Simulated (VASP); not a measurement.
# I (C2/m) in VASP: settings compared, part 3 of 6

VASP 6.6.1. Earlier steps stand in the parts before.

## 25. Equation of state, r2SCAN, 46.15 Å³/atom

Contents of INCAR:

```
  ADDGRID = F
  ALGO = Normal
  EDIFF = 1E-6
  ENCUT = 400
  ISIF = 2
  ISMEAR = 0
  LASPH = T
  LCHARG = F
  LMIXTAU = T
  LREAL = F
  LWAVE = F
  METAGGA = R2SCAN
  NELM = 100
  PREC = Accurate
  SIGMA = 0.05
```

Contents of KPOINTS:

```
k-points
0
Gamma
  5 5 7
```

Contents of POSCAR:

```
I
1.0
    2.5634803581     -3.7433265802      0.0000000000
    2.5634803581      3.7433265802      0.0000000000
   -1.6369241465      0.0000000000      2.4046745558
I
1
Direct
    0.5000000000      0.5000000000      0.5000000000
```

On the command line:

```bash
> cat potpaw_PBE.64/I/POTCAR > POTCAR
> mpirun -np 1 vasp_std > vasp.out
```

Run time: 54 s. Hardware: 1 thread of Intel Xeon Platinum 8375C at 2.90GHz (Ice Lake), shared host; peak memory 0.15 GiB.

These settings aren't checked as converged: the numbers below hold their error.

Results:

```yaml
Free_energy: -24.5251 eV
Pressure: -0.4 GPa
Band_gap_on_the_k_mesh: none (metal or under the smearing width)
```

Caveat: the k mesh is coarse (spacing up to 0.37 Å⁻¹), so the values aren't converged; the PAW data sets were made with another functional, which shifts forces and pressure a little; an odd number of electrons without spin polarisation forces a metal; a magnetic or distorted state may lie lower.

## 26. Equation of state, r2SCAN, 43.46 Å³/atom

INCAR is that of step 25.

Contents of KPOINTS:

```
k-points
0
Gamma
  5 5 8
```

Contents of POSCAR:

```
I
1.0
    2.5127049617     -3.6691817206      0.0000000000
    2.5127049617      3.6691817206      0.0000000000
   -1.6045012444      0.0000000000      2.3570446594
I
1
Direct
    0.5000000000      0.5000000000      0.5000000000
```

On the command line:

```bash
> cat potpaw_PBE.64/I/POTCAR > POTCAR
> mpirun -np 1 vasp_std > vasp.out
```

Run time: 49 s. Hardware: 1 thread of Intel Xeon Platinum 8375C at 2.90GHz (Ice Lake), shared host; peak memory 0.15 GiB.

The run converged, but some of its settings lie outside the range that counts as converged, so its numbers aren't taken as properties of the crystal.

Results:

- Free energy: -24.4795 eV
- Pressure: 1.8 GPa
- Band gap on the k mesh: none (metal or under the smearing width)

Caveat: the PAW data sets were made with another functional, which shifts forces and pressure a little; an odd number of electrons without spin polarisation forces a metal; a magnetic or distorted state may lie lower.

## 27. Equation of state, r2SCAN, 46.15 Å³/atom

INCAR is that of step 26.

KPOINTS is that of step 26.

Contents of POSCAR:

```
I
1.0
    2.5634803581     -3.7433265802      0.0000000000
    2.5634803581      3.7433265802      0.0000000000
   -1.6369241465      0.0000000000      2.4046745558
I
1
Direct
    0.5000000000      0.5000000000      0.5000000000
```

Potentials or basis: VASP PAW PBE potentials, release 64 (I).

On the command line:

```bash
> cat potpaw_PBE.64/I/POTCAR > POTCAR
> mpirun -np 1 vasp_std > vasp.out
```

Wall time 45 s (1 thread of Intel Xeon Platinum 8375C at 2.90GHz (Ice Lake), shared host); peak memory 0.15 GiB.

These settings aren't checked as converged: the numbers below hold their error.

What came out:

```
Free energy            : -24.4962 eV
Pressure               : 0.2 GPa
Band gap on the k mesh : none (metal or under the smearing width)
```

Caveat: the PAW data sets were made with another functional, which shifts forces and pressure a little; an odd number of electrons without spin polarisation forces a metal; a magnetic or distorted state may lie lower.

## 28. Equation of state, r2SCAN, 43.46 Å³/atom

INCAR: that of step 27 with these lines changed.

```diff
@@ -3,3 +3,3 @@
   EDIFF = 1E-6
-  ENCUT = 400
+  ENCUT = 460
   ISIF = 2
```

Contents of KPOINTS:

```
k-points
0
Gamma
  5 5 7
```

Contents of POSCAR:

```
I
1.0
    2.5127049617     -3.6691817206      0.0000000000
    2.5127049617      3.6691817206      0.0000000000
   -1.6045012444      0.0000000000      2.3570446594
I
1
Direct
    0.5000000000      0.5000000000      0.5000000000
```

On the command line:

```bash
> cat potpaw_PBE.64/I/POTCAR > POTCAR
> mpirun -np 1 vasp_std > vasp.out
```

Run time: 28 s. Hardware: 1 thread of Intel Xeon Platinum 8375C at 2.90GHz (Ice Lake), shared host; peak memory 0.16 GiB.

The run converged, but some of its settings lie outside the range that counts as converged, so its numbers aren't taken as properties of the crystal.

Results:

```yaml
Free_energy: -24.5198 eV
Pressure: 1.1 GPa
Band_gap_on_the_k_mesh: none (metal or under the smearing width)
```

Caveat: the k mesh is coarse (spacing up to 0.38 Å⁻¹), so the values aren't converged; the PAW data sets were made with another functional, which shifts forces and pressure a little; an odd number of electrons without spin polarisation forces a metal; a magnetic or distorted state may lie lower.

## 29. Equation of state, r2SCAN, 46.15 Å³/atom

INCAR is that of step 28.

KPOINTS is that of step 28.

Contents of POSCAR:

```
I
1.0
    2.5634803581     -3.7433265802      0.0000000000
    2.5634803581      3.7433265802      0.0000000000
   -1.6369241465      0.0000000000      2.4046745558
I
1
Direct
    0.5000000000      0.5000000000      0.5000000000
```

On the command line:

```bash
> cat potpaw_PBE.64/I/POTCAR > POTCAR
> mpirun -np 1 vasp_std > vasp.out
```

Wall time 28 s (1 thread of Intel Xeon Platinum 8375C at 2.90GHz (Ice Lake), shared host); peak memory 0.16 GiB.

The run converged, but some of its settings lie outside the range that counts as converged, so its numbers aren't taken as properties of the crystal.

What came out:

```
Free energy            : -24.5256 eV
Pressure               : -0.3 GPa
Band gap on the k mesh : none (metal or under the smearing width)
```

Caveat: the k mesh is coarse (spacing up to 0.37 Å⁻¹), so the values aren't converged; the PAW data sets were made with another functional, which shifts forces and pressure a little; an odd number of electrons without spin polarisation forces a metal; a magnetic or distorted state may lie lower.

## 30. Equation of state, r2SCAN, 43.46 Å³/atom

INCAR is that of step 29.

Contents of KPOINTS:

```
k-points
0
Gamma
  5 5 8
```

Contents of POSCAR:

```
I
1.0
    2.5127049617     -3.6691817206      0.0000000000
    2.5127049617      3.6691817206      0.0000000000
   -1.6045012444      0.0000000000      2.3570446594
I
1
Direct
    0.5000000000      0.5000000000      0.5000000000
```

Potentials or basis: VASP PAW PBE potentials, release 64 (I).

On the command line:

```bash
> cat potpaw_PBE.64/I/POTCAR > POTCAR
> mpirun -np 1 vasp_std > vasp.out
```

Run time: 44 s. Hardware: 1 thread of Intel Xeon Platinum 8375C at 2.90GHz (Ice Lake), shared host; peak memory 0.16 GiB.

The run converged, but some of its settings lie outside the range that counts as converged, so its numbers aren't taken as properties of the crystal.

Results:

* Free energy: -24.4800 eV
* Pressure: 1.9 GPa
* Band gap on the k mesh: none (metal or under the smearing width)

Caveat: the PAW data sets were made with another functional, which shifts forces and pressure a little; an odd number of electrons without spin polarisation forces a metal; a magnetic or distorted state may lie lower.

## 31. Equation of state, r2SCAN, 46.15 Å³/atom

INCAR is that of step 30.

KPOINTS is that of step 30.

Contents of POSCAR:

```
I
1.0
    2.5634803581     -3.7433265802      0.0000000000
    2.5634803581      3.7433265802      0.0000000000
   -1.6369241465      0.0000000000      2.4046745558
I
1
Direct
    0.5000000000      0.5000000000      0.5000000000
```

On the command line:

```bash
> cat potpaw_PBE.64/I/POTCAR > POTCAR
> mpirun -np 1 vasp_std > vasp.out
```

Wall time 44 s (1 thread of Intel Xeon Platinum 8375C at 2.90GHz (Ice Lake), shared host); peak memory 0.16 GiB.

These settings aren't checked as converged: the numbers below hold their error.

What came out:

| Item | Value |
| --- | --- |
| Free energy | -24.4967 eV |
| Pressure | 0.2 GPa |
| Band gap on the k mesh | none (metal or under the smearing width) |

Caveat: the PAW data sets were made with another functional, which shifts forces and pressure a little; an odd number of electrons without spin polarisation forces a metal; a magnetic or distorted state may lie lower.

## 32. Equation of state, r2SCAN, 43.46 Å³/atom

INCAR: that of step 31 with these lines changed.

```diff
@@ -14,2 +14,2 @@
   PREC = Accurate
-  SIGMA = 0.05
+  SIGMA = 0.5
```

KPOINTS is that of step 31.

Contents of POSCAR:

```
I
1.0
    2.5127049617     -3.6691817206      0.0000000000
    2.5127049617      3.6691817206      0.0000000000
   -1.6045012444      0.0000000000      2.3570446594
I
1
Direct
    0.5000000000      0.5000000000      0.5000000000
```

On the command line:

```bash
> cat potpaw_PBE.64/I/POTCAR > POTCAR
> mpirun -np 1 vasp_std > vasp.out
```

It took 31 s on 1 thread of Intel Xeon Platinum 8375C at 2.90GHz (Ice Lake), shared host; peak memory 0.16 GiB.

The run converged, but some of its settings lie outside the range that counts as converged, so its numbers aren't taken as properties of the crystal.

What came out:

| Item | Value |
| --- | --- |
| Free energy | -24.5296 eV |
| Pressure | 2.1 GPa |
| Band gap on the k mesh | none (metal or under the smearing width) |

Caveat: the PAW data sets were made with another functional, which shifts forces and pressure a little; an odd number of electrons without spin polarisation forces a metal; a magnetic or distorted state may lie lower.

## 33. Equation of state, r2SCAN, 46.15 Å³/atom

INCAR is that of step 32.

KPOINTS is that of step 32.

Contents of POSCAR:

```
I
1.0
    2.5634803581     -3.7433265802      0.0000000000
    2.5634803581      3.7433265802      0.0000000000
   -1.6369241465      0.0000000000      2.4046745558
I
1
Direct
    0.5000000000      0.5000000000      0.5000000000
```

Potentials or basis: VASP PAW PBE potentials, release 64 (I).

On the command line:

```bash
> cat potpaw_PBE.64/I/POTCAR > POTCAR
> mpirun -np 1 vasp_std > vasp.out
```

It took 36 s on 1 thread of Intel Xeon Platinum 8375C at 2.90GHz (Ice Lake), shared host; peak memory 0.16 GiB.

These settings aren't checked as converged: the numbers below hold their error.

What came out:

| Quantity | Value |
| --- | --- |
| Free energy | -24.5509 eV |
| Pressure | 0.5 GPa |
| Band gap on the k mesh | none (metal or under the smearing width) |

Caveat: the PAW data sets were made with another functional, which shifts forces and pressure a little; an odd number of electrons without spin polarisation forces a metal; a magnetic or distorted state may lie lower.

## 34. Equation of state, r2SCAN, 43.46 Å³/atom

INCAR: that of step 33 with these lines changed.

```diff
@@ -14,2 +14,2 @@
   PREC = Accurate
-  SIGMA = 0.5
+  SIGMA = 0.2
```

KPOINTS is that of step 33.

Contents of POSCAR:

```
I
1.0
    2.5127049617     -3.6691817206      0.0000000000
    2.5127049617      3.6691817206      0.0000000000
   -1.6045012444      0.0000000000      2.3570446594
I
1
Direct
    0.5000000000      0.5000000000      0.5000000000
```

On the command line:

```bash
> cat potpaw_PBE.64/I/POTCAR > POTCAR
> mpirun -np 1 vasp_std > vasp.out
```

It took 35 s on 1 thread of Intel Xeon Platinum 8375C at 2.90GHz (Ice Lake), shared host; peak memory 0.16 GiB.

The run converged, but some of its settings lie outside the range that counts as converged, so its numbers aren't taken as properties of the crystal.

What came out:

```yaml
Free_energy: -24.4903 eV
Pressure: 1.9 GPa
Band_gap_on_the_k_mesh: none (metal or under the smearing width)
```

Caveat: the PAW data sets were made with another functional, which shifts forces and pressure a little; an odd number of electrons without spin polarisation forces a metal; a magnetic or distorted state may lie lower.

## 35. Equation of state, r2SCAN, 46.15 Å³/atom

INCAR is that of step 34.

KPOINTS is that of step 34.

Contents of POSCAR:

```
I
1.0
    2.5634803581     -3.7433265802      0.0000000000
    2.5634803581      3.7433265802      0.0000000000
   -1.6369241465      0.0000000000      2.4046745558
I
1
Direct
    0.5000000000      0.5000000000      0.5000000000
```

On the command line:

```bash
> cat potpaw_PBE.64/I/POTCAR > POTCAR
> mpirun -np 1 vasp_std > vasp.out
```

Run time: 34 s. Hardware: 1 thread of Intel Xeon Platinum 8375C at 2.90GHz (Ice Lake), shared host; peak memory 0.16 GiB.

These settings aren't checked as converged: the numbers below hold their error.

Results:

- Free energy: -24.5079 eV
- Pressure: 0.3 GPa
- Band gap on the k mesh: none (metal or under the smearing width)

Caveat: the PAW data sets were made with another functional, which shifts forces and pressure a little; an odd number of electrons without spin polarisation forces a metal; a magnetic or distorted state may lie lower.

## 36. Equation of state, r2SCAN, 43.46 Å³/atom

INCAR: that of step 35 with these lines changed.

```diff
@@ -14,2 +14,2 @@
   PREC = Accurate
-  SIGMA = 0.2
+  SIGMA = 0.01
```

KPOINTS is that of step 35.

Contents of POSCAR:

```
I
1.0
    2.5127049617     -3.6691817206      0.0000000000
    2.5127049617      3.6691817206      0.0000000000
   -1.6045012444      0.0000000000      2.3570446594
I
1
Direct
    0.5000000000      0.5000000000      0.5000000000
```

Potentials or basis: VASP PAW PBE potentials, release 64 (I).

On the command line:

```bash
> cat potpaw_PBE.64/I/POTCAR > POTCAR
> mpirun -np 1 vasp_std > vasp.out
```

Run time: 36 s. Hardware: 1 thread of Intel Xeon Platinum 8375C at 2.90GHz (Ice Lake), shared host; peak memory 0.16 GiB.

These settings aren't checked as converged: the numbers below hold their error.

Results:

| Item | Value |
| --- | --- |
| Free energy | -24.4790 eV |
| Pressure | 1.9 GPa |
| Band gap on the k mesh | none (metal or under the smearing width) |

Caveat: the PAW data sets were made with another functional, which shifts forces and pressure a little; an odd number of electrons without spin polarisation forces a metal; a magnetic or distorted state may lie lower.

## 37. Equation of state, r2SCAN, 46.15 Å³/atom

INCAR is that of step 36.

KPOINTS is that of step 36.

Contents of POSCAR:

```
I
1.0
    2.5634803581     -3.7433265802      0.0000000000
    2.5634803581      3.7433265802      0.0000000000
   -1.6369241465      0.0000000000      2.4046745558
I
1
Direct
    0.5000000000      0.5000000000      0.5000000000
```

On the command line:

```bash
> cat potpaw_PBE.64/I/POTCAR > POTCAR
> mpirun -np 1 vasp_std > vasp.out
```

Run time: 32 s. Hardware: 1 thread of Intel Xeon Platinum 8375C at 2.90GHz (Ice Lake), shared host; peak memory 0.16 GiB.

These settings aren't checked as converged: the numbers below hold their error.

Results:

```
Free energy            : -24.4956 eV
Pressure               : 0.2 GPa
Band gap on the k mesh : none (metal or under the smearing width)
```

Caveat: the PAW data sets were made with another functional, which shifts forces and pressure a little; an odd number of electrons without spin polarisation forces a metal; a magnetic or distorted state may lie lower.

## 38. Equation of state, r2SCAN, 43.46 Å³/atom

INCAR: that of step 37 with these lines changed.

```diff
@@ -13,3 +13,3 @@
   NELM = 100
-  PREC = Accurate
-  SIGMA = 0.01
+  PREC = Low
+  SIGMA = 0.05
```

KPOINTS is that of step 37.

Contents of POSCAR:

```
I
1.0
    2.5127049617     -3.6691817206      0.0000000000
    2.5127049617      3.6691817206      0.0000000000
   -1.6045012444      0.0000000000      2.3570446594
I
1
Direct
    0.5000000000      0.5000000000      0.5000000000
```

On the command line:

```bash
> cat potpaw_PBE.64/I/POTCAR > POTCAR
> mpirun -np 1 vasp_std > vasp.out
```

It took 21 s on 1 thread of Intel Xeon Platinum 8375C at 2.90GHz (Ice Lake), shared host; peak memory 0.12 GiB.

These settings aren't checked as converged: the numbers below hold their error.

Results:

```
Free energy            : -24.4803 eV
Pressure               : 1.9 GPa
Band gap on the k mesh : none (metal or under the smearing width)
```

Caveat: the PAW data sets were made with another functional, which shifts forces and pressure a little; an odd number of electrons without spin polarisation forces a metal; a magnetic or distorted state may lie lower.

## 39. Equation of state, r2SCAN, 46.15 Å³/atom

INCAR is that of step 38.

KPOINTS is that of step 38.

Contents of POSCAR:

```
I
1.0
    2.5634803581     -3.7433265802      0.0000000000
    2.5634803581      3.7433265802      0.0000000000
   -1.6369241465      0.0000000000      2.4046745558
I
1
Direct
    0.5000000000      0.5000000000      0.5000000000
```

Potentials or basis: VASP PAW PBE potentials, release 64 (I).

On the command line:

```bash
> cat potpaw_PBE.64/I/POTCAR > POTCAR
> mpirun -np 1 vasp_std > vasp.out
```

It took 21 s on 1 thread of Intel Xeon Platinum 8375C at 2.90GHz (Ice Lake), shared host; peak memory 0.12 GiB.

The run converged, but some of its settings lie outside the range that counts as converged, so its numbers aren't taken as properties of the crystal.

What came out:

```yaml
Free_energy: -24.4971 eV
Pressure: 0.2 GPa
Band_gap_on_the_k_mesh: none (metal or under the smearing width)
```

Caveat: the PAW data sets were made with another functional, which shifts forces and pressure a little; an odd number of electrons without spin polarisation forces a metal; a magnetic or distorted state may lie lower.

## 40. Equation of state, r2SCAN, 43.46 Å³/atom

INCAR: that of step 39 with these lines changed.

```diff
@@ -13,3 +13,3 @@
   NELM = 100
-  PREC = Low
+  PREC = Normal
   SIGMA = 0.05
```

KPOINTS is that of step 39.

Contents of POSCAR:

```
I
1.0
    2.5127049617     -3.6691817206      0.0000000000
    2.5127049617      3.6691817206      0.0000000000
   -1.6045012444      0.0000000000      2.3570446594
I
1
Direct
    0.5000000000      0.5000000000      0.5000000000
```

On the command line:

```bash
> cat potpaw_PBE.64/I/POTCAR > POTCAR
> mpirun -np 1 vasp_std > vasp.out
```

Run time: 22 s. Hardware: 1 thread of Intel Xeon Platinum 8375C at 2.90GHz (Ice Lake), shared host; peak memory 0.13 GiB.

These settings aren't checked as converged: the numbers below hold their error.

Results:

- Free energy: -24.4800 eV
- Pressure: 1.9 GPa
- Band gap on the k mesh: none (metal or under the smearing width)

Caveat: the PAW data sets were made with another functional, which shifts forces and pressure a little; an odd number of electrons without spin polarisation forces a metal; a magnetic or distorted state may lie lower.

## 41. Equation of state, r2SCAN, 46.15 Å³/atom

INCAR is that of step 40.

KPOINTS is that of step 40.

Contents of POSCAR:

```
I
1.0
    2.5634803581     -3.7433265802      0.0000000000
    2.5634803581      3.7433265802      0.0000000000
   -1.6369241465      0.0000000000      2.4046745558
I
1
Direct
    0.5000000000      0.5000000000      0.5000000000
```

On the command line:

```bash
> cat potpaw_PBE.64/I/POTCAR > POTCAR
> mpirun -np 1 vasp_std > vasp.out
```

Wall time 22 s (1 thread of Intel Xeon Platinum 8375C at 2.90GHz (Ice Lake), shared host); peak memory 0.14 GiB.

These settings aren't checked as converged: the numbers below hold their error.

What came out:

```
Free energy            : -24.4967 eV
Pressure               : 0.2 GPa
Band gap on the k mesh : none (metal or under the smearing width)
```

Caveat: the PAW data sets were made with another functional, which shifts forces and pressure a little; an odd number of electrons without spin polarisation forces a metal; a magnetic or distorted state may lie lower.

## 42. Equation of state, r2SCAN, 43.46 Å³/atom

INCAR: that of step 41 with these lines changed.

```diff
@@ -9,3 +9,3 @@
   LMIXTAU = T
-  LREAL = F
+  LREAL = Auto
   LWAVE = F
@@ -13,3 +13,3 @@
   NELM = 100
-  PREC = Normal
+  PREC = Accurate
   SIGMA = 0.05
```

KPOINTS is that of step 41.

Contents of POSCAR:

```
I
1.0
    2.5127049617     -3.6691817206      0.0000000000
    2.5127049617      3.6691817206      0.0000000000
   -1.6045012444      0.0000000000      2.3570446594
I
1
Direct
    0.5000000000      0.5000000000      0.5000000000
```

Potentials or basis: VASP PAW PBE potentials, release 64 (I).

On the command line:

```bash
> cat potpaw_PBE.64/I/POTCAR > POTCAR
> mpirun -np 1 vasp_std > vasp.out
```

Wall time 42 s (1 thread of Intel Xeon Platinum 8375C at 2.90GHz (Ice Lake), shared host); peak memory 0.15 GiB.

The run converged, but some of its settings lie outside the range that counts as converged, so its numbers aren't taken as properties of the crystal.

What came out:

```
Free energy            : -24.4805 eV
Pressure               : 1.9 GPa
Band gap on the k mesh : none (metal or under the smearing width)
```

Caveat: the PAW data sets were made with another functional, which shifts forces and pressure a little; an odd number of electrons without spin polarisation forces a metal; a magnetic or distorted state may lie lower.

## 43. Equation of state, r2SCAN, 46.15 Å³/atom

INCAR is that of step 42.

KPOINTS is that of step 42.

Contents of POSCAR:

```
I
1.0
    2.5634803581     -3.7433265802      0.0000000000
    2.5634803581      3.7433265802      0.0000000000
   -1.6369241465      0.0000000000      2.4046745558
I
1
Direct
    0.5000000000      0.5000000000      0.5000000000
```

On the command line:

```bash
> cat potpaw_PBE.64/I/POTCAR > POTCAR
> mpirun -np 1 vasp_std > vasp.out
```

It took 42 s on 1 thread of Intel Xeon Platinum 8375C at 2.90GHz (Ice Lake), shared host; peak memory 0.16 GiB.

These settings aren't checked as converged: the numbers below hold their error.

Results:

- Free energy: -24.4974 eV
- Pressure: 0.2 GPa
- Band gap on the k mesh: none (metal or under the smearing width)

Caveat: the PAW data sets were made with another functional, which shifts forces and pressure a little; an odd number of electrons without spin polarisation forces a metal; a magnetic or distorted state may lie lower.

(Part 3 of 6 ends here.)
